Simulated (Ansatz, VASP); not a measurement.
# ZnO: VASP beside Ansatz

```
Zn O
1.0
     3.41653    0.00000    0.00000
    -1.70827    2.95880    0.00000
     0.00000    0.00000    4.47757
Zn O
2 2
Direct
  0.33333 0.66667 0.25000
  0.66667 0.33333 0.75000
  0.66667 0.33333 0.25000
  0.33333 0.66667 0.75000
```

The cell was built by a generator and needn't be a form met in nature.

Alike in both runs: task single point; functional PBE; k mesh 12 × 12 × 6; occupations fermi-dirac, width 0.02 eV; no spin polarisation.

|  | VASP | Ansatz |
| --- | --- | --- |
| version | VASP 6.6.1 | Ansatz 0.2.0 |
| potentials or method | VASP PAW PBE potentials, release 64 (Zn, O) | plane waves, PAW |
| plane-wave cutoff (eV) | 520 | 420 |
| valence electrons in the cell | 36 | 36 |

|  | VASP | Ansatz | Ansatz less VASP |
| --- | --- | --- | --- |
| gap on the k mesh at the Fermi level (eV) | 1.00 | 1.02 | +0.021 |
| pressure (GPa) | 7.6 | 6.5 | -1.16 |
| largest component of the traceless stress (GPa) | 0.46 | 0.00 | -0.462 |

With one functional, cell and mesh, what is left measures potentials, basis and numerics.

A k mesh can miss the band edges.
